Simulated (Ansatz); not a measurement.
# Defect calculation, host Al

Theory: DFT PBE, scalar-relativistic, plane waves, PAW in Ansatz. Settings: 420 eV cutoff, 5×5×5 k-mesh, Gaussian smearing of 0.10 eV, no spin polarisation.

Host crystal, relaxed:

```xyz
1
Lattice="0.0000 2.0208 2.0208 2.0208 0.0000 2.0208 2.0208 2.0208 0.0000" Properties=species:S:1:pos:R:3 pbc="T T T"
Al    0.0000    0.0000    0.0000
```

Supercell of 16 atoms, rows in host cell vectors: -1 3 -1; -1 -1 -1; -1 -1 3. Atoms relax at the host's cell from a start displaced at random by 0.06 Å near the defect, so other minima may exist. The cell is small, so energies carry finite-size errors of tenths of an eV. The host is a metal. Atoms are taken from and returned to the elements' standard states.

The defect is an interstitial at (0.500, 0.500, 0.500) of the host cell.

```json
{"charge": "0", "E_f at the valence band top (eV)": "3.46", "moment (μB)": "0.00", "largest move (Å)": "1.08", "atoms near the site": "1 Al at 2.33 Å, 3 Al at 2.45 Å, 1 Al at 2.46 Å, 1 Al at 2.75 Å, 2 Al at 2.87 Å, 2 Al at 2.88 Å"}
```

(1) Which element is it? Judge by the nearest distance in charge 0 and covalent radii.
A. N
B. Nb
C. C
D. Mo
E. Al

Answers

(1) E. The nearest neighbour is Al at 2.33 Å, and the summed covalent radii with Al are 2.42 Å for Al, 1.97 Å for C, 2.75 Å for Mo, 1.92 Å for N, 2.85 Å for Nb, so Al fits best. Bonds can miss such sums by a tenth of an ångström or more.

Cost: 2 runs of about 13 core-minutes in all, on AMD EPYC (Zen 3) (shared hosts).